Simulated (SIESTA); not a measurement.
WS4 in SIESTA: the effect of functional

WS4, a slab with vacuum:

```
S W
1.0
     3.18352    0.00000    0.00000
    -1.59176    2.75701    0.00000
     0.00000    0.00000   45.78223
S W
4 1
Cartesian
  1.5918 0.9190 7.5000
  1.5918 0.9190 21.3317
  1.5918 0.9190 24.4506
  1.5918 0.9190 38.2822
  0.0000 1.8380 22.8911
```

Alike in all runs:

```yaml
Program: SIESTA 5.4.2
Task: single point
Basis: DZP (energy shift 0.003 Ry; two zetas on semicore shells)
Grid_cutoff: 800 Ry
Energy_shift: 0.003 Ry
k_mesh: 10 × 10 × 1
Occupations: fermi-dirac, width 0.05 eV
Spin: no spin polarisation
```

```csv
functional,potentials or basis,largest force (eV/Å)
LDA,PseudoDojo 0.4 standard (LDA files),0.03
PBEsol,PseudoDojo 0.4 standard (PBEsol files),0.29
AM05,PseudoDojo 0.4 standard (PBEsol files),0.23
WC,PseudoDojo 0.4 standard (PBEsol files),0.36
PBE,PseudoDojo 0.4 standard (PBE files),0.67
PW91,PseudoDojo 0.4 standard (PBE files),?
```

Task: What does the run with functional PW91 give?

Result: Largest force 0.69 eV/Å.

Caveats: the potentials were made for another functional, which shifts forces and pressure (some runs).
